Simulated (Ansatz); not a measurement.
C:

```
CELL_PARAMETERS angstrom
0.00000 1.78337 1.78337
1.78337 0.00000 1.78337
1.78337 1.78337 0.00000
ATOMIC_POSITIONS crystal
C 0.75000 0.75000 0.75000
C 0.50000 0.50000 0.50000
```

This isn't the form of C at room conditions, which is graphite.

Base run:

| Quantity | Value |
| --- | --- |
| Program | Ansatz 0.2.0 |
| Functional | revPBE |
| Potentials or basis | Ansatz PAW |
| Cutoff | 420 eV (not typed: the program's choice for these potentials) |
| k mesh | 13 × 13 × 13 |
| Occupations | fermi-dirac, width 0.05 eV |
| Spin | no spin polarisation |

Its results: band gap on the k mesh 4.14 eV, indirect (least direct gap 5.60 eV); pressure 6.4 GPa.

The run is repeated on the same cell with these changes: functional from revPBE to LDA; occupations from fermi-dirac, width 0.05 eV to gaussian, width 0.1 eV. What comes out?

Band gap on the k mesh 4.11 eV, indirect (least direct gap 5.54 eV); pressure -13.1 GPa.

Caveats: the PAW data sets come from PBE, with cores solved anew for the run's functional, which leaves a small shift of forces and pressure; odd divisions of the mesh miss points on the zone boundary, where band edges often lie, so the gap on the mesh can be too wide (some runs).
